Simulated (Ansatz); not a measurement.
InP (zincblende): G0W0 against its settings

InP (zincblende), relaxed with r2SCAN; one-shot G0W0 in Ansatz without spin-orbit coupling. The values are computed, spin-unpolarised, and not measurements.

Space group F-43m (No. 216). a = 5.908 Å, b = 5.908 Å, c = 5.908 Å, α = 90.00°, β = 90.00°, γ = 90.00°
```
atom  site  symmetry       x       y       z
  In    4a      -43m  0.0000  0.0000  0.0000
   P    4d      -43m  0.2500  0.2500  0.7500
```

Gaps are read over the mesh points alone. G0W0 values are finite-basis, finite-mesh values.
```json
{"start": "PBE", "potentials": "PAW", "frequency model": "contour deformation", "mesh": "6×6×6", "empty bands": "117", "screening cutoff (eV)": "100", "Kohn-Sham gap (eV)": "0.58", "G0W0 gap (eV)": "1.08"}
{"start": "PBE", "potentials": "PAW", "frequency model": "contour deformation", "mesh": "6×6×6", "empty bands": "282", "screening cutoff (eV)": "180", "Kohn-Sham gap (eV)": "0.58", "G0W0 gap (eV)": "1.04"}
{"start": "PBE", "potentials": "PAW", "frequency model": "contour deformation", "mesh": "6×6×6", "empty bands": "548", "screening cutoff (eV)": "260", "Kohn-Sham gap (eV)": "0.58", "G0W0 gap (eV)": "1.02"}
{"start": "HSE06", "potentials": "PAW", "frequency model": "contour deformation", "mesh": "6×6×6", "empty bands": "282", "screening cutoff (eV)": "180", "Kohn-Sham gap (eV)": "1.36", "G0W0 gap (eV)": "1.49"}
{"start": "r2SCAN", "potentials": "PAW", "frequency model": "contour deformation", "mesh": "6×6×6", "empty bands": "282", "screening cutoff (eV)": "180", "Kohn-Sham gap (eV)": "1.02", "G0W0 gap (eV)": "1.32"}
{"start": "PBE0", "potentials": "PAW", "frequency model": "contour deformation", "mesh": "6×6×6", "empty bands": "282", "screening cutoff (eV)": "180", "Kohn-Sham gap (eV)": "1.96", "G0W0 gap (eV)": "1.67"}
{"start": "PBE", "potentials": "PAW", "frequency model": "Godby-Needs pole", "mesh": "6×6×6", "empty bands": "282", "screening cutoff (eV)": "180", "Kohn-Sham gap (eV)": "0.58", "G0W0 gap (eV)": "1.13"}
{"start": "PBE", "potentials": "PAW", "frequency model": "contour deformation", "mesh": "8×8×8", "empty bands": "83", "screening cutoff (eV)": "80", "Kohn-Sham gap (eV)": "0.59", "G0W0 gap (eV)": "1.10"}
{"start": "PBE", "potentials": "norm-conserving", "frequency model": "contour deformation", "mesh": "6×6×6", "empty bands": "282", "screening cutoff (eV)": "180", "Kohn-Sham gap (eV)": "0.57", "G0W0 gap (eV)": "1.07"}
```

Over the mesh points the PBE gap of 0.58 eV becomes a quasiparticle gap of 1.02 eV (direct at Γ), a change of +0.44 eV. Renormalisation factors Z lie between 0.71 and 0.76.

Raising bands and cutoff together moves the gap by -0.04 eV (100 to 180 eV), then -0.02 eV (180 to 260 eV); the last step is small, which bounds nothing strictly. Starting from HSE06 (1.36 eV against PBE's 0.58 eV) gives 1.49 eV, +0.45 eV from G0W0@PBE at the same screening cutoff. Starting from r2SCAN (1.02 eV against PBE's 0.58 eV) gives 1.32 eV, +0.28 eV from G0W0@PBE at the same screening cutoff. Starting from PBE0 (1.96 eV against PBE's 0.58 eV) gives 1.67 eV, +0.63 eV from G0W0@PBE at the same screening cutoff. The Godby-Needs plasmon pole differs from contour deformation by +0.09 eV. Norm-conserving potentials (wave cutoff 952 eV against 420 eV) shift the quasiparticle gap by +0.03 eV and the PBE gap by -0.01 eV. On these meshes the dielectric constant comes out too large, which adds an error that these runs don't bound. r2SCAN runs take a wave cutoff of 500 eV.

The program warns that the k mesh is coarse for exact exchange in some of these runs, so their gaps aren't converged.

With a shallow d shell on the cation, G0W0 converges slowly in bands and cutoff, so these values are in doubt.
